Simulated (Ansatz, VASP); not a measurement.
**WC: VASP beside Ansatz**

```
W C
1.0
     2.87605    0.00000    0.00000
    -1.43803    2.49073    0.00000
     0.00000    0.00000    2.95501
W C
1 1
Direct
  0.00000 0.00000 0.00000
  0.66667 0.33333 0.50000
```

Change from the starting cell: uniaxial strain along c, a, b and atoms relaxed: +4.5 %.

Alike in both runs: functional PBEsol; k mesh 24 × 24 × 18; occupations gaussian, width 0.1 eV; no spin polarisation.

Ansatz relaxed the structure, and its values are those at the end. VASP's run is a single point on that final structure, the one shown.

```csv
,VASP,Ansatz
version,VASP 6.6.1,Ansatz 0.2.0
potentials or method,"VASP PAW PBE potentials, release 64 (W_sv, C)","scalar-relativistic, plane waves, PAW"
plane-wave cutoff (eV),520,420
valence electrons in the cell,18,18
```

|  | VASP | Ansatz | Ansatz less VASP |
| --- | --- | --- | --- |
| gap on the k mesh at the Fermi level (eV) | none | none | - |
| pressure (GPa) | -11.2 | -12.3 | -1.06 |

A gap of «none» marks a metal or a gap that the smearing closes. With one functional, cell and mesh, what is left measures potentials, basis and numerics. Ansatz warned: «symmetry_narrowed_by_cell_relaxation».

Caveats: the PAW data sets were made with another functional, which shifts forces and pressure a little (VASP). Spin-orbit coupling is left out, which matters for the levels of W.
